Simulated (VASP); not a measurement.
# SrCl2 (Fm-3m) in VASP: notebook

One crystal, SrCl2, is run at these levels: PBE; tasks: single point.

Program: VASP 6.6.1. These are calculated values, not measurements. Logs are shortened: lines on timing, memory, paths and dates and some standing lists are left out, and cuts for length are marked.

## (1) The crystal as given

It takes space group Fm-3m (No. 225, cubic). Conventional cell: a = 6.977 Å, b = 6.977 Å, c = 6.977 Å, α = 90.00°, β = 90.00°, γ = 90.00°. Around Sr (site symmetry m-3m) lie 8 Cl at 3.02 Å. Around Cl (site symmetry -43m) lie 4 Sr at 3.02 Å.

## (2) Single point, PBE

Input file INCAR:

```
SYSTEM = SrCl2
ADDGRID = .False. ; ALGO = Normal
EDIFF = 1E-6 ; ENCUT = 450
GGA = PE ; ISIF = 2
ISMEAR = 0 ; LASPH = .True.
LCHARG = .False. ; LREAL = Auto
LWAVE = .False. ; NBANDS = 19
NELM = 100 ; PREC = Accurate
SIGMA = 0.05
```

Input file KPOINTS:

```
k-points
0
Gamma
  6 6 6
  0 0 0
```

Input file POSCAR:

```
SrCl2
1.0
    0.0000000000      3.4883500000      3.4883500000
    3.4883500000      0.0000000000      3.4883500000
    3.4883500000      3.4883500000      0.0000000000
Sr Cl
1 2
Direct
    0.0000000000      0.0000000000      0.0000000000
    0.7500000000      0.7500000000      0.7500000000
    0.2500000000      0.2500000000      0.2500000000
```

Potentials or basis: VASP PAW PBE potentials, release 64 (Sr_sv, Cl).

Run with:

```sh
$ cat potpaw_PBE.64/Sr_sv/POTCAR potpaw_PBE.64/Cl/POTCAR > POTCAR
$ mpirun -np 1 vasp_std > vasp.out
```

OUTCAR:

```text
SYSTEM = SrCl2
   EDIFF = 1E-6
   ENCUT = 450
   GGA = PE
   ISIF = 2
   ISMEAR = 0
   LASPH = .True.
   LREAL = Auto
   NELM = 100
   PREC = Accurate

 Found     16 irreducible k-points:

 Following reciprocal coordinates:
            Coordinates               Weight
  0.000000  0.000000  0.000000      1.000000
  0.166667  0.000000  0.000000      8.000000
  0.333333  0.000000  0.000000      8.000000
  0.500000  0.000000  0.000000      4.000000
  0.166667  0.166667  0.000000      6.000000
  0.333333  0.166667  0.000000     24.000000
   k-points           NKPTS =     16   k-points in BZ     NKDIM =     16   number of bands    NBANDS=     19
   number of dos      NEDOS =    301   number of ions     NIONS =      3
   total plane-waves  NPLWV =  46656
   dimension x,y,z NGX =    36 NGY =   36 NGZ =   36
   dimension x,y,z NGXF=    72 NGYF=   72 NGZF=   72
   ions per type =               1   2
   NGX,Y,Z   is equivalent  to a cutoff of  12.13, 12.13, 12.13 a.u.
   NGXF,Y,Z  is equivalent  to a cutoff of  24.26, 24.26, 24.26 a.u.
 SYSTEM =  SrCl2
   PREC   = accura    normal or accurate (medium, high low for compatibility)
   ISTART =      0    job   : 0-new  1-cont  2-samecut
   ICHARG =      2    charge: 1-file 2-atom 10-const
   ISPIN  =      1    spin polarized calculation?
   LNONCOLLINEAR =      F non collinear calculations
   LSORBIT =      F    spin-orbit coupling
   LASPH  =      T    aspherical Exc in radial PAW
   ENCUT  =  450.0 eV  33.07 Ry    5.75 a.u.   8.53  8.53  8.53*2*pi/ulx,y,z
   NELM   =    100;   NELMIN=  2; NELMDL= -5     # of ELM steps
   EDIFF  = 0.1E-05   stopping-criterion for ELM
   LREAL  =      T    real-space projection
   EDIFFG = 0.1E-04   stopping-criterion for IOM
   NSW    =      0    number of steps for IOM
   IBRION =     -1    ionic relax: 0-MD 1-quasi-New 2-CG
   NFREE  =      0    steps in history (QN), initial steepest desc. (CG)
   ISIF   =      2    stress and relaxation
   ISYM   =      2    0-nonsym 1-usesym 2-fastsym
   POTIM  = 0.5000    time-step for ionic-motion
   TEBEG  =    0.0;   TEEND  =   0.0 temperature during run
   PSTRESS=    0.0 pullay stress
   NELECT =      24.0000    total number of electrons
   NUPDOWN=      -1.0000    fix difference up-down
   EMIN   =  10.00;   EMAX   =-10.00  energy-range for DOS
   EFERMI =   0.00;   METHOD = LEGACY
   ISMEAR =     0;   SIGMA  =   0.05  broadening in eV -4-tet -1-fermi 0-gaus
   EFERMI_NEDOS =   21; number of points for ismear=-14 and -15
   IALGO  =     38    algorithm
   IMIX   =      4    mixing-type and parameters
     AMIX     =   0.40;   BMIX     =  1.00
     AMIX_MAG =   1.60;   BMIX_MAG =  1.00
  volume/ion in A,a.u.               =      28.30       190.97
  Fermi-wavevector in a.u.,A,eV,Ry     =   1.074439  2.030396 15.706833  1.154420
  Thomas-Fermi vector in A             =   2.210267
   LORBIT       =      0    0 simple, 1 ext, 2 COOP (PROOUT), +10 PAW based schemes
   GGA     = PE    functional components
   LHFCALC =     F    Hartree Fock is set to
   AEXX    =    0.0000 exact exchange contribution
   IVDW    =     0    specifies the selected vdW correction
   LEPSILON=     F    determine dielectric tensor
   LRPA    =     F    only Hartree local field effects (RPA)
 non-spin polarized calculation
 Gauss-broadening in eV      SIGMA  =   0.05
  energy-cutoff  :      450.00
  volume of cell :       84.90
 maximum number of plane-waves:      1868
 NGX is ok and might be reduce to    36
   NGX = 17   NGY = 17   NGZ = 17

 number of electron      24.0000003 magnetization

 Free energy of the ion-electron system (eV)
  ---------------------------------------------------
  ext. energy  EPLUGINS =         0.00000000
  ---------------------------------------------------
  free energy    TOTEN  =       -12.78128613 eV

  energy without entropy =      -12.78128613  energy(sigma->0) =      -12.78128613

 E-fermi :   0.3601     XC(G=0):  -8.2831

 val. band max:        0.1534069503   @ k =   0.5000   0.5000   0.0000
 cond. band min:       5.4901539844   @ k =   0.0000   0.0000   0.0000
 fundamental gap:      5.3367470341
 Fermi energy:         0.3600502530

 k-point     1 :       0.0000    0.0000    0.0000
  band No.  band energies     occupation
      1     -32.7344      2.00000
      2     -14.7253      2.00000
      3     -14.7253      2.00000
      4     -14.7253      2.00000
      5     -13.1537      2.00000
      6     -12.3037      2.00000
      7      -1.9729      2.00000
      8      -1.9729      2.00000
      9      -1.9729      2.00000
     10      -0.1840      2.00000
     11      -0.1840      2.00000
     12      -0.1840      2.00000
     13       5.4902      0.00000
     14       6.2494      0.00000
     15       6.2494      0.00000
     16       9.1879      0.00000
     17       9.1879      0.00000
     18       9.1879      0.00000
     19       9.4672      0.00000

 k-point     2 :       0.1667    0.0000    0.0000
  band No.  band energies     occupation
      1     -32.7336      2.00000
      2     -14.8130      2.00000
      3     -14.7288      2.00000
      4     -14.7288      2.00000
      5     -13.0034      2.00000
      6     -12.3605      2.00000
      7      -1.8717      2.00000
      8      -1.8717      2.00000
      9      -1.7875      2.00000
     10      -0.4944      2.00000
     11      -0.3331      2.00000
     12      -0.3331      2.00000
     13       6.0812      0.00000
     14       6.4566      0.00000
     15       6.4566      0.00000
     16       8.1759      0.00000
     17       8.8998      0.00000
     18       8.8998      0.00000
     19       9.9849      0.00000

 k-point     3 :       0.3333    0.0000    0.0000
  band No.  band energies     occupation
      1     -32.7320      2.00000
      2     -14.9518      2.00000
      3     -14.7357      2.00000
      4     -14.7357      2.00000
      5     -12.7882      2.00000
      6     -12.4159      2.00000
      7      -1.6159      2.00000
      8      -1.6159      2.00000
      9      -1.4349      2.00000
     10      -1.0133      2.00000
     11      -0.6631      2.00000
     12      -0.6631      2.00000
     13       6.7754      0.00000
     14       6.7754      0.00000
     15       6.9869      0.00000
     16       8.1644      0.00000
     17       8.7377      0.00000
     18       8.7377      0.00000
     19       9.2616      0.00000

 k-point     4 :       0.5000    0.0000    0.0000
  band No.  band energies     occupation
      1     -32.7312      2.00000
      2     -15.0091      2.00000
      3     -14.7391      2.00000
      4     -14.7391      2.00000
      5     -12.7552      2.00000
      6     -12.3764      2.00000
      7      -1.4120      2.00000
      8      -1.4120      2.00000
      9      -1.3442      2.00000
     10      -1.1650      2.00000
     11      -0.8949      2.00000
     12      -0.8949      2.00000
     13       6.8646      0.00000
     14       6.8646      0.00000
     15       7.6602      0.00000
     16       8.0233      0.00000
     17       8.7727      0.00000
     18       8.7727      0.00000
     19       8.9318      0.00000

 k-point     5 :       0.1667    0.1667    0.0000
  band No.  band energies     occupation
      1     -32.7334      2.00000
      2     -14.8340      2.00000
      3     -14.7335      2.00000
      4     -14.7335      2.00000
      5     -12.9488      2.00000
      6     -12.3835      2.00000
      7      -1.9278      2.00000
      8      -1.9278      2.00000
      9      -1.5311      2.00000
     10      -0.9489      2.00000
     11      -0.1726      2.00000
     12      -0.1726      2.00000
     13       6.1169      0.00000
     14       6.5059      0.00000
     15       6.5234      0.00000
     16       8.4651      0.00000
     17       8.4651      0.00000
     18       8.9333      0.00000
     19       9.1065      0.00000

 k-point     6 :       0.3333    0.1667    0.0000
  band No.  band energies     occupation
      1     -32.7320      2.00000
      2     -14.9343      2.00000
      3     -14.7559      2.00000
      4     -14.7411      2.00000
      5     -12.7352      2.00000
      6     -12.4581      2.00000
      7      -1.8035      2.00000
      8      -1.7976      2.00000
      9      -1.5207      2.00000
     10      -1.0427      2.00000
     11      -0.3461      2.00000
     12      -0.3210      2.00000
     13       6.4090      0.00000
     14       6.8511      0.00000
     15       6.9723      0.00000
     16       8.2288      0.00000
     17       8.3442      0.00000
     18       8.6697      0.00000
     19       9.5979      0.00000

 [... further k-points ...]

------------------------ aborting loop because EDIFF is reached ----------------------------------------

  FORCE on cell =-STRESS in cart. coord.  units (eV):
  Direction    XX          YY          ZZ          XY          YZ          ZX
  --------------------------------------------------------------------------------------
  -------------------------------------------------------------------------------------
  Total        0.5477924      0.5477924      0.5477924      0.0000000      0.0000000      0.0000000
  in kB       10.3379980     10.3379980     10.3379980      0.0000000      0.0000000      0.0000000
  external PRESSURE =      10.3379980 kB  Pullay stress =       0.0000000 kB

 VOLUME and BASIS-vectors are now :
 -----------------------------------------------------------------------------
  energy-cutoff  :      450.00
  volume of cell :       84.90
      direct lattice vectors                 reciprocal lattice vectors
     0.000000000  3.488350000  3.488350000    -0.143334241  0.143334241  0.143334241
     3.488350000  0.000000000  3.488350000     0.143334241 -0.143334241  0.143334241
     3.488350000  3.488350000  0.000000000     0.143334241  0.143334241 -0.143334241

 POSITION                                       TOTAL-FORCE (eV/Angst)
 -----------------------------------------------------------------------------------
      0.00000      0.00000      0.00000         0.000000      0.000000      0.000000
      5.23252      5.23252      5.23252        -0.000000     -0.000000      0.000000
      1.74418      1.74418      1.74418        -0.000000     -0.000000     -0.000000
 -----------------------------------------------------------------------------------
    total drift:                                0.000000      0.000000      0.000000

  FREE ENERGIE OF THE ION-ELECTRON SYSTEM (eV)
  ---------------------------------------------------
  free  energy   TOTEN  =       -12.7812861298 eV

  energy  without entropy=      -12.7812861298  energy(sigma->0) =      -12.78128613
```

Run time: 22 s. Hardware: 1 thread of Intel Xeon Platinum 8488C (Sapphire Rapids), shared host; peak memory 0.19 GiB.

The run converged, but some of its settings lie outside the range that counts as converged, so its numbers aren't taken as properties of the crystal.

Results:

```yaml
Free_energy: -12.7813 eV
Pressure: 1.0 GPa
Band_gap_on_the_k_mesh: 5.34 eV, indirect (least direct gap 5.50 eV)
```

## (3) Single point, PBE

INCAR is that of step 2.

KPOINTS is that of step 2.

Input file POSCAR:

```
SrCl2
1.0
    0.0000000000      3.4883500000      3.4883500000
    3.4883500000      0.0000000000      3.4883500000
    3.4883500000      3.4883500000      0.0000000000
Sr Cl
1 2
Direct
    0.0068970000     -0.0112840000      0.0399150000
    0.7604860000      0.7424010000      0.7508940000
    0.2477780000      0.2469560000      0.2707310000
```

Potentials or basis: VASP PAW PBE potentials, release 64 (Sr_sv, Cl).

Run with:

```sh
$ cat potpaw_PBE.64/Sr_sv/POTCAR potpaw_PBE.64/Cl/POTCAR > POTCAR
$ mpirun -np 1 vasp_std > vasp.out
```

Run time: 3.1 min. Hardware: 1 thread of Intel Xeon Platinum 8488C (Sapphire Rapids), shared host; peak memory 0.25 GiB.

These settings aren't checked as converged: the numbers below hold their error.

What came out:

```
Free energy            : -12.7432 eV
Pressure               : 1.3 GPa
Largest force          : 0.427 eV/Å
Band gap on the k mesh : 5.31 eV, indirect (least direct gap 5.50 eV)
```

## (4) Single point, PBE

Input file INCAR:

```
SYSTEM = SrCl2
ADDGRID = .False. ; ALGO = Normal
EDIFF = 0.01 ; ENCUT = 450
GGA = PE ; ISIF = 2
ISMEAR = 0 ; LASPH = .True.
LCHARG = .False. ; LREAL = .False.
LWAVE = .False. ; NBANDS = 19
NELM = 100 ; PREC = Accurate
SIGMA = 0.05
```

KPOINTS is that of step 3.

Input file POSCAR:

```
SrCl2
1.0
    0.0000000000      3.4883500000      3.4883500000
    3.4883500000      0.0000000000      3.4883500000
    3.4883500000      3.4883500000      0.0000000000
Sr Cl
1 2
Direct
    0.0000000000      0.0000000000      0.0000000000
    0.7500000000      0.7500000000      0.7500000000
    0.2500000000      0.2500000000      0.2500000000
```

Potentials or basis: VASP PAW PBE potentials, release 64 (Sr_sv, Cl).

Run with:

```sh
$ cat potpaw_PBE.64/Sr_sv/POTCAR potpaw_PBE.64/Cl/POTCAR > POTCAR
$ mpirun -np 1 vasp_std > vasp.out
```

OUTCAR:

```text
SYSTEM = SrCl2
   EDIFF = 0.01
   ENCUT = 450
   GGA = PE
   ISIF = 2
   ISMEAR = 0
   LASPH = .True.
   LREAL = .False.
   NELM = 100
   PREC = Accurate

 Found     16 irreducible k-points:

 Following reciprocal coordinates:
            Coordinates               Weight
  0.000000  0.000000  0.000000      1.000000
  0.166667  0.000000  0.000000      8.000000
  0.333333  0.000000  0.000000      8.000000
  0.500000  0.000000  0.000000      4.000000
  0.166667  0.166667  0.000000      6.000000
  0.333333  0.166667  0.000000     24.000000
   k-points           NKPTS =     16   k-points in BZ     NKDIM =     16   number of bands    NBANDS=     19
   number of dos      NEDOS =    301   number of ions     NIONS =      3
   total plane-waves  NPLWV =  46656
   dimension x,y,z NGX =    36 NGY =   36 NGZ =   36
   dimension x,y,z NGXF=    72 NGYF=   72 NGZF=   72
   ions per type =               1   2
   NGX,Y,Z   is equivalent  to a cutoff of  12.13, 12.13, 12.13 a.u.
   NGXF,Y,Z  is equivalent  to a cutoff of  24.26, 24.26, 24.26 a.u.
 SYSTEM =  SrCl2
   PREC   = accura    normal or accurate (medium, high low for compatibility)
   ISTART =      0    job   : 0-new  1-cont  2-samecut
   ICHARG =      2    charge: 1-file 2-atom 10-const
   ISPIN  =      1    spin polarized calculation?
[... 54 lines left out ...]

 E-fermi :   0.4162     XC(G=0):  -8.3305

 val. band max:        0.1182824572   @ k =   0.5000   0.5000   0.0000
 cond. band min:       5.4151071131   @ k =   0.0000   0.0000   0.0000
 fundamental gap:      5.2968246559
 Fermi energy:         0.4162186085

 k-point     1 :       0.0000    0.0000    0.0000
  band No.  band energies     occupation
      1     -32.7649      2.00000
      2     -14.7536      2.00000
      3     -14.7536      2.00000
      4     -14.7536      2.00000
      5     -13.1907      2.00000
      6     -12.3429      2.00000
[... 109 lines left out ...]
      6     -12.4966      2.00000
[... 11 lines left out ...]
     18       8.6418      0.00000
     19       9.5520      0.00000

 [... further k-points ...]

------------------------ aborting loop because EDIFF is reached ----------------------------------------

  FORCE on cell =-STRESS in cart. coord.  units (eV):
  Direction    XX          YY          ZZ          XY          YZ          ZX
  --------------------------------------------------------------------------------------
  -------------------------------------------------------------------------------------
  Total        0.8554275      0.8554275      0.8554275      0.0000000      0.0000000     -0.0000000
  in kB       16.1437200     16.1437200     16.1437200      0.0000000      0.0000000     -0.0000000
  external PRESSURE =      16.1437200 kB  Pullay stress =       0.0000000 kB

 VOLUME and BASIS-vectors are now :
 -----------------------------------------------------------------------------
  energy-cutoff  :      450.00
  volume of cell :       84.90
      direct lattice vectors                 reciprocal lattice vectors
     0.000000000  3.488350000  3.488350000    -0.143334241  0.143334241  0.143334241
     3.488350000  0.000000000  3.488350000     0.143334241 -0.143334241  0.143334241
     3.488350000  3.488350000  0.000000000     0.143334241  0.143334241 -0.143334241

 POSITION                                       TOTAL-FORCE (eV/Angst)
 -----------------------------------------------------------------------------------
      0.00000      0.00000      0.00000        -0.000000     -0.000000      0.000000
      5.23252      5.23252      5.23252         0.000000      0.000000     -0.000000
      1.74418      1.74418      1.74418        -0.000000      0.000000      0.000000
 -----------------------------------------------------------------------------------
    total drift:                                0.000000      0.000000      0.000000

  FREE ENERGIE OF THE ION-ELECTRON SYSTEM (eV)
  ---------------------------------------------------
  free  energy   TOTEN  =       -12.7784261035 eV

  energy  without entropy=      -12.7784261035  energy(sigma->0) =      -12.77842610
```

Run time: 15 s. Hardware: 1 thread of Intel Xeon Platinum 8488C (Sapphire Rapids), shared host; peak memory 0.2 GiB.

These settings aren't checked as converged: the numbers below hold their error.

Results:

* Free energy: -12.7784 eV
* Pressure: 1.6 GPa
* Band gap on the k mesh: 5.30 eV, indirect (least direct gap 5.48 eV)

## (5) The reference run

An earlier run on the cell as given: functional PBE; potentials or basis VASP PAW PBE potentials, release 64 (Sr_sv, Cl); cutoff 520 eV; k mesh 7 × 7 × 7; occupations fermi-dirac, width 0.05 eV; no spin polarisation.

- Pressure: 1.1 GPa
- Band gap on the k mesh: 5.37 eV, indirect (least direct gap 5.68 eV)
